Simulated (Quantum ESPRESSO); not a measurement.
Moving the strain (εxx = s) in TiAl

```
CELL_PARAMETERS angstrom
3.17906 0.00000 0.00000
0.00000 3.17906 0.00000
0.00000 0.00000 3.17906
ATOMIC_POSITIONS crystal
Ti 0.00000 0.00000 0.00000
Al 0.50000 0.50000 0.50000
```

The cell comes from a database or a generator and needn't be the stable form of this composition.

Kept alike: task relaxation of the atoms; functional PBEsol; k mesh 8 × 8 × 8; occupations fermi-dirac, width 0.05 eV; no spin polarisation. Program: Quantum ESPRESSO, GBRV 1.5 PBEsol, cutoff 612 eV. The mesh is that of the run's cell of 2 atoms. No spin-orbit coupling.

```csv
s,free energy over the lowest row (meV/atom)
-0.04,0.52
-0.02,0.00
-0.01,1.20
0,3.29
0.01,6.11
0.02,9.52
0.04,17.63
```

The cell shown is the unstrained one; x, y and z are its Cartesian axes. For a metal such a mesh leaves the last digits unconverged.

The free energy is lowest at -0.02, and 17.63 meV an atom higher at 0.04.
